**Question: does the one large pressure mark the functional that fails?**

I ran six hybrid functionals on the same crystal of cadmium telluride. The atoms and the cell were held fixed, at a geometry relaxed beforehand with r2SCAN, and I compared the pressures that came out. Positive means that the crystal pushes outwards and would like a larger cell.

Hybrid-functional DFT calculations with Ansatz 0.2.0 for bulk CdTe (F-43m), using plane waves, PAW potentials and a 4×4×4 k mesh, without spin polarisation or spin–orbit coupling. All rows use the same r2SCAN geometry, with cell and atoms held fixed. Pressure is positive in compression and rounded to 0.1 GPa.

| functional | wave cutoff | pressure (GPa) |
| --- | --- | --- |
| DDH-PBE0 | 420 eV | 0.700 |
| HSE06 | 420 eV | 0.200 |
| LC-wPBE | 420 eV | -2.100 |
| PBE0 | 420 eV | 0.100 |
| r2SCAN0 | 500 eV | -0.400 |
| r2SCANh | 500 eV | -0.100 |

Five of the functionals stay within 0.7 GPa of zero, and LC-wPBE gives -2.1 GPa. My plan was to discard LC-wPBE as unsuited to this material and to trust PBE0 and r2SCANh, which sit almost exactly at zero. A colleague agrees that LC-wPBE should go but says that my reason is wrong. How can the conclusion be right and the reason wrong?

**Answer**

Your colleague has a point. The pressure tells you how well a functional agrees with the cell you gave it, and that cell came from another approximate functional. A row at zero has reproduced the r2SCAN geometry, which is not the same as reproducing the crystal. So the first thing to ask is what pressure a functional with the correct lattice constant would show in your cell.

Picture the crystal as a spring with a natural length. If you hold it longer than it wants to be, it pulls inwards, and the pressure is negative. The measured cube edge of CdTe is roughly 6.5 Å, and your cell is about 0.9 per cent longer than that. A functional that described the lattice correctly would therefore find itself stretched and would report a negative pressure.

The size of this pull follows from the bulk modulus $B$, the stiffness against a change of volume. Let $\delta$ be the relative amount by which the fixed edge exceeds the edge that the functional prefers. The volume is then too large by about $3\delta$, because all three edges are stretched, and the pressure is

$$P \approx -3B\,\delta .$$

With a rough $B$ of 42 GPa and $\delta = 0.009$, this gives $-3 \times 42 \times 0.009 \approx -1.1$ GPa. That value, and not zero, is the mark to aim at.

Measured from this mark, the table looks different. LC-wPBE lies about 1.0 GPa below it, while DDH-PBE0 lies about 1.8 GPa above it. The row with the most conspicuous pressure would thus have a better lattice constant than the row at 0.7 GPa. The other five functionals all lie above the mark, which means that they prefer a cell larger than the measured one.

The estimate is good for this comparison and not for a full ranking. Changing the measured edge by 0.02 Å moves the mark by about 0.4 GPa. DDH-PBE0 remains the worse of the two after such a shift, but the order of LC-wPBE and r2SCAN0 could change. The stress was also only loosely converged, and no test of the plane-wave cutoff, which differs between the PBE-based and the r2SCAN-based rows, is at hand. So the small differences between HSE06, PBE0 and r2SCANh, and the sign of the last, should not be interpreted. An error shared by all rows would also shift them against the mark, so the verdict on LC-wPBE and DDH-PBE0 remains an estimate until both have relaxed the cell.

**Where LC-wPBE really fails**

The failure shows in the band gap, the energy needed to lift an electron from the highest filled state to the lowest empty one. The gaps from the same runs are printed below. LC-wPBE gives 6.0 eV, where the measured gap is roughly 1.6 eV. You can recognise this even without a measured gap, from the colour: a crystal with a gap of 6 eV would be as clear as glass, whereas CdTe is nearly black and serves as the light absorber in thin-film solar cells.

The cause lies in how the functional treats exchange between electrons that are far apart. When an electron is taken out of a solid, the remaining electrons shift towards the hole and partly cover its charge. This screening makes the removal cheaper, and in the same way it makes it cheaper to add an electron elsewhere. In CdTe it weakens the interaction at long range to roughly one seventh of its bare strength.

LC-wPBE leaves this weakening out. At large distances it uses exact exchange at full strength, which is the right limit for a molecule in empty space, where nothing lies between the distant charges to screen them. In a semiconductor the same choice makes both the removal and the addition of an electron far too expensive. The gap is the sum of these two costs, so it comes out much too wide.

**How the band edges let you see this**

HSE06 and PBE0 make a useful control pair. Both mix in one quarter of exact exchange at short range, but PBE0 keeps that quarter at all distances, while HSE06 lets it fade out. The difference between them is therefore the effect of long-range exchange alone. It widens the gap by 0.64 eV.

Both edges of the gap take part in this, provided that the zero of energy is the same in all runs, which is a reasonable assumption for the same atoms in the same cell. Going from HSE06 to PBE0, the highest filled state sinks by 0.34 eV and the lowest empty state rises by 0.30 eV. Exact exchange lowers a state through its overlap with the filled states. At long range this favours a filled state, which belongs to that set, over an empty one, which is orthogonal to all of them. The empty state also gives up part of the attraction that the approximate exchange potential had offered it.

From PBE0 to LC-wPBE the edges move in the same directions, only much further: the filled one sinks by 2.1 eV and the empty one rises by 1.8 eV. This is what full-strength exchange at long range should do, according to the argument above. The comparison is less clean than the first, because LC-wPBE also treats short distances differently. Unscreened exchange converges slowly with the k mesh as well, so the PBE0 and LC-wPBE gaps may still shift somewhat on a finer one, though hardly by the several electronvolts at issue.

**Why the pressure says little about the gap**

The same control pair answers this. Long-range exchange changes the gap by 0.64 eV, but the two pressures differ by only 0.1 GPa, the last digit of the table. The gap asks what happens when the number of electrons changes, and that is where screening matters most. The pressure asks how the energy of the neutral crystal changes when it is slightly squeezed, and for that change exact and approximate exchange at long range give nearly the same answer here.

A functional can therefore have a reasonable lattice constant and a useless gap. Nor should the low pressure of LC-wPBE be read as a symptom of its bad gap. It lies 2.2 GPa below PBE0, but the two differ in their exchange at short as well as at long range, and these runs do not separate the two contributions.

**A quieter failure in the same list**

Once you look at gaps, HSE06 and r2SCANh seem to be the winners, since their 1.5 and 1.7 eV almost meet the measured value. This agreement is deceptive. The calculations leave out spin–orbit coupling, which is strong in a heavy atom such as tellurium. It splits the top of the filled bands, pushes the uppermost part up and so narrows the gap, by roughly 0.3 eV in CdTe.

With that correction HSE06 would fall to about 1.2 eV and r2SCANh to about 1.4 eV, both below experiment. Not all of this shortfall belongs to the functional, because the stretched cell also narrows the gap a little. The fair target for a calculation without spin–orbit coupling is about 1.9 eV, the measured gap plus the part that the coupling would take away, and a little less in this stretched cell. HSE06 and r2SCANh lie below this target and PBE0, at 2.2 eV, above it, while LC-wPBE remains far outside whichever target you choose.

So drop LC-wPBE for anything that depends on the gap of this material, such as light absorption or the alignment of bands at a contact. To judge the lattice, let each functional relax the cell with a tighter stress threshold and compare the resulting edges with the measured one. The pressure in a borrowed cell is a quick first look, provided you have worked out which value would count as right.

Printed output of the fit:

```
Fixed cell edge above the rough measured edge, per cent: 0.92
Estimated pressure here of a functional with the measured edge, GPa: -1.149
Pressure and gap by functional:
       row  pressure GPa  pressure less estimated target GPa  gap eV
  DDH-PBE0           0.7                               1.849   1.313
     HSE06           0.2                               1.349   1.527
   LC-wPBE          -2.1                             -0.9514   6.008
      PBE0           0.1                               1.249   2.163
   r2SCAN0          -0.4                              0.7486   2.456
   r2SCANh          -0.1                               1.049   1.665
Number of rows above the estimated target pressure: 5
LC-wPBE pressure less PBE0 pressure, GPa: -2.2
PBE0 pressure less HSE06 pressure, GPa: -0.1
LC-wPBE gap over rough measured gap, ratio: 3.755
PBE0 gap less HSE06 gap, eV: 0.6362
Filled edge, PBE0 less HSE06, eV: -0.3411
Empty edge, PBE0 less HSE06, eV: 0.2951
LC-wPBE gap less PBE0 gap, eV: 3.845
Filled edge, LC-wPBE less PBE0, eV: -2.07
Empty edge, LC-wPBE less PBE0, eV: 1.775
```
